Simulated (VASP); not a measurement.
# TaC (Fm-3m) in VASP: further runs, part 2 of 2

VASP 6.6.1. Earlier steps stand in the parts before.

## Step 4: Relaxation of cell and atoms, LDA

This run uses another cell than the first one, of 10.80 Å³/atom, 0.965 times its volume.

INCAR reads:

```
PREC = Accurate
ENCUT = 600
EDIFF = 1E-7
ISMEAR = 1
SIGMA = 0.1
LREAL = F
LASPH = T
NELM = 80
ALGO = Normal
ISIF = 3
LWAVE = F
LCHARG = F
GGA = CA
IBRION = 2
NSW = 90
EDIFFG = -0.005
```

KPOINTS reads:

```
regular mesh
0
Gamma
  14 14 14
```

POSCAR reads:

```
TaC                                     
1.0
    0.0000000000      2.2106509259      2.2106509259
    2.2106509259     -0.0000000000      2.2106509259
    2.2106509259      2.2106509259      0.0000000000
  Ta              C             
     1     1
Direct
     0.0000000000000000    0.0000000000000000    0.0000000000000000
     0.5000000000000000    0.5000000000000000    0.5000000000000000
```

Potentials or basis: VASP PAW LDA potentials, release 64 (Ta_pv, C).

Run with:

```sh
$ cat potpaw_LDA.64/Ta_pv/POTCAR potpaw_LDA.64/C/POTCAR > POTCAR
$ mpirun -np 1 vasp_std > vasp.out
```

OUTCAR:

```text
PREC = Accurate
   ENCUT = 600
   EDIFF = 1E-7
   ISMEAR = 1
   LREAL = F
   LASPH = T
   NELM = 80
   ISIF = 3
   GGA = CA
   IBRION = 2
   NSW = 90
   EDIFFG = -0.005

 ion  position               nearest neighbor table
   1  0.000  0.000  0.000-   2 2.21   2 2.21   2 2.21   2 2.21   2 2.21   2 2.21
   2  0.500  0.500  0.500-   1 2.21   1 2.21   1 2.21   1 2.21   1 2.21   1 2.21

  LATTYP: Found a face centered cubic cell.
 ALAT       =     4.4213018518

  Lattice vectors:

 A1 = (   0.0000000000,   2.2106509259,   2.2106509259)
 A2 = (   2.2106509259,   0.0000000000,   2.2106509259)
 A3 = (   2.2106509259,   2.2106509259,   0.0000000000)

Analysis of symmetry for initial positions (statically):
=====================================================================
 Subroutine PRICEL returns:
 Original cell was already a primitive cell.

 Routine SETGRP: Setting up the symmetry group for a
 face centered cubic supercell.

 Subroutine GETGRP returns: Found 48 space group operations
 (whereof 48 operations were pure point group operations)
 out of a pool of 48 trial point group operations.

The static configuration has the point symmetry O_h .

Analysis of symmetry for dynamics (positions and initial velocities):
=====================================================================
 Subroutine PRICEL returns:
 Original cell was already a primitive cell.

 Routine SETGRP: Setting up the symmetry group for a
 face centered cubic supercell.

 Subroutine GETGRP returns: Found 48 space group operations
 (whereof 48 operations were pure point group operations)
 out of a pool of 48 trial point group operations.

The dynamic configuration has the point symmetry O_h .

 Subroutine INISYM returns: Found 48 space group operations
 (whereof 48 operations are pure point group operations),
[... 137 lines left out ...]

 number of electron      14.9999999 magnetization

 Free energy of the ion-electron system (eV)
  ---------------------------------------------------
  ext. energy  EPLUGINS =         0.00000000
  ---------------------------------------------------
  free energy    TOTEN  =       -24.28663105 eV

  energy without entropy =      -24.28660559  energy(sigma->0) =      -24.28662256

------------------------ aborting loop because EDIFF is reached ----------------------------------------

  FORCE on cell =-STRESS in cart. coord.  units (eV):
  Direction    XX          YY          ZZ          XY          YZ          ZX
  --------------------------------------------------------------------------------------
  -------------------------------------------------------------------------------------
  Total       -0.0117494     -0.0117494     -0.0117494     -0.0000000      0.0000000     -0.0000000
  in kB       -0.8712341     -0.8712341     -0.8712341     -0.0000000      0.0000000     -0.0000000
  external PRESSURE =      -0.8712341 kB  Pullay stress =       0.0000000 kB
[... 59 lines left out ...]
--------------------------------------- Ionic step        3  -------------------------------------------

 number of electron      14.9999999 magnetization

 Free energy of the ion-electron system (eV)
  ---------------------------------------------------
  ext. energy  EPLUGINS =         0.00000000
  ---------------------------------------------------
  free energy    TOTEN  =       -24.28663246 eV

  energy without entropy =      -24.28660723  energy(sigma->0) =      -24.28662405

 E-fermi :   8.6328     XC(G=0): -13.4979

 val. band max:        8.5932788438   @ k =   0.5000   0.2143   0.0000
 cond. band min:       8.6461957216   @ k =   0.1429   0.0714   0.0000
 fundamental gap:      0.0529168778
 Fermi energy:         8.6328493003

 k-point     1 :       0.0000    0.0000    0.0000
  band No.  band energies     occupation
      1     -26.2339      2.00000
      2     -26.2339      2.00000
      3     -26.2339      2.00000
      4      -6.2453      2.00000
      5       7.1356      2.00000
      6       7.1356      2.00000
      7       7.1356      2.00000
      8       8.0870      2.00000
      9       8.0870      2.00000
     10       8.0870      2.00000
     11       9.1981     -0.00000
[... 309 lines left out ...]
 k-point    24 :       0.2857    0.1429    0.0000
  band No.  band energies     occupation
      1     -26.6327      2.00000
      2     -26.3352      2.00000
      3     -26.3221      2.00000
      4      -4.4152      2.00000
      5       2.7053      2.00000
      6       4.4617      2.00000
      7       5.1688      2.00000
      8       7.2902      2.00000
      9      10.0878     -0.00000
     10      10.9427      0.00000
     11      12.6729      0.00000

 [... further k-points ...]

------------------------ aborting loop because EDIFF is reached ----------------------------------------

  FORCE on cell =-STRESS in cart. coord.  units (eV):
  Direction    XX          YY          ZZ          XY          YZ          ZX
  --------------------------------------------------------------------------------------
  -------------------------------------------------------------------------------------
  Total        0.0004369      0.0004369      0.0004369      0.0000000     -0.0000000      0.0000000
  in kB        0.0324036      0.0324036      0.0324036      0.0000000     -0.0000000      0.0000000
  external PRESSURE =       0.0324036 kB  Pullay stress =       0.0000000 kB
[... 17 lines left out ...]
  FREE ENERGIE OF THE ION-ELECTRON SYSTEM (eV)
  ---------------------------------------------------
  free  energy   TOTEN  =       -24.2866324634 eV

  energy  without entropy=      -24.2866072328  energy(sigma->0) =      -24.28662405

 reached required accuracy - stopping structural energy minimisation
```

OSZICAR:

```text
N       E                     dE             d eps       ncg     rms          rms(c)
DAV:   1     0.846163499344E+02    0.84616E+02   -0.89426E+03  2288   0.150E+03
DAV:   2    -0.244258135286E+02   -0.10904E+03   -0.10510E+03  2606   0.342E+02
[... 18 lines left out ...]
   2 F= -.24286624E+02 E0= -.24286616E+02  d E =0.747277E-05
       N       E                     dE             d eps       ncg     rms          rms(c)
DAV:   1    -0.242866547562E+02   -0.31208E-04   -0.78064E-04  2303   0.405E-01    0.544E-02
DAV:   2    -0.242866371095E+02    0.17647E-04   -0.27005E-05  2345   0.687E-02    0.197E-02
DAV:   3    -0.242866326485E+02    0.44610E-05   -0.89979E-06  2429   0.345E-02    0.280E-03
DAV:   4    -0.242866324521E+02    0.19635E-06   -0.58486E-07  2669   0.962E-03    0.261E-03
DAV:   5    -0.242866324634E+02   -0.11220E-07   -0.43071E-08  1213   0.221E-03
   3 F= -.24286632E+02 E0= -.24286624E+02  d E =-.141836E-05
```

CONTCAR:

```text
TaC
   1.00000000000000
    -0.0000000000000000    2.2104688888926183    2.2104688888926183
     2.2104688888926183    0.0000000000000000    2.2104688888926183
     2.2104688888926183    2.2104688888926183   -0.0000000000000000
  Ta              C
     1     1
Direct
     0.0000000000000000    0.0000000000000000    0.0000000000000000
     0.5000000000000000    0.5000000000000000    0.5000000000000000

  0.00000000E+00  0.00000000E+00  0.00000000E+00
  0.00000000E+00  0.00000000E+00  0.00000000E+00
```

It took 34 s on 1 thread of Intel Xeon Platinum 8488C (Sapphire Rapids), shared host; peak memory 0.17 GiB.

Results:

```yaml
Free_energy: -24.2866 eV
Relaxed_volume: 10.80 Å³/atom
Relaxed_cell: a = 3.126 Å, b = 3.126 Å, c = 3.126 Å, α = 60.00°, β = 60.00°, γ = 60.00°
Space_group_after_relaxing_to_0.05_Å: Fm-3m (No. 225)
Energy_gained_by_relaxing: 0.0 meV/atom
Ionic_steps: 3
Pressure_after_relaxing: 0.0 GPa
Band_gap_on_the_k_mesh: none (metal or under the smearing width)
```

Final structure:
```yaml
crystal:
  lattice:
    - [0.00000, 2.21047, 2.21047]
    - [2.21047, 0.00000, 2.21047]
    - [2.21047, 2.21047, 0.00000]
  atoms:
    - { symbol: Ta, position: [0.00000, 0.00000, 0.00000] }
    - { symbol: C, position: [0.50000, 0.50000, 0.50000] }
```

Levels at points of the mesh, in eV from the Fermi level:
```tsv
k point	band 5	band 6	band 7	band 8	band 9	band 10	band 11
(0.00, 0.00, 0.00)	-1.50	-1.50	-1.50	-0.55	-0.55	-0.55	0.57
(0.50, 0.00, 0.00)	-8.93	-5.69	-5.69	2.69	2.69	3.71	5.51
(0.50, 0.50, 0.00)	-4.78	-4.60	-1.79	-1.79	2.59	4.11	4.11
```

The run has no spin-orbit coupling, so splittings on Ta are missing.
